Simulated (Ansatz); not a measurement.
## Lu (bcc): energy against volume

Level of theory: DFT, revPBE, plane waves (420 eV) with PAW, scalar-relativistic (Ansatz). The PAW files were generated under PBE, with cores re-solved for the functional.

The cell is scaled uniformly from the relaxed one, with fractional coordinates and shape fixed. Energies are extrapolated to zero smearing, pressures are those at the given smearing. Magnetic state: spin not included.

A Birch-Murnaghan fit gives V₀ = 30.68 Å³/atom, B₀ = 41 GPa, B₀′ = 3.3.

Question: What are the energy above the minimum and the pressure at 27.062 Å³/atom?

Answer: 64.4 meV/atom and 6.35 GPa as computed.

Question: What are the energy above the minimum and the pressure at 28.292 Å³/atom?

Answer: 26.4 meV/atom and 3.87 GPa as computed.

Question: What are the energy above the minimum and the pressure at 34.442 Å³/atom?

Answer: 49.3 meV/atom and -3.87 GPa as computed.
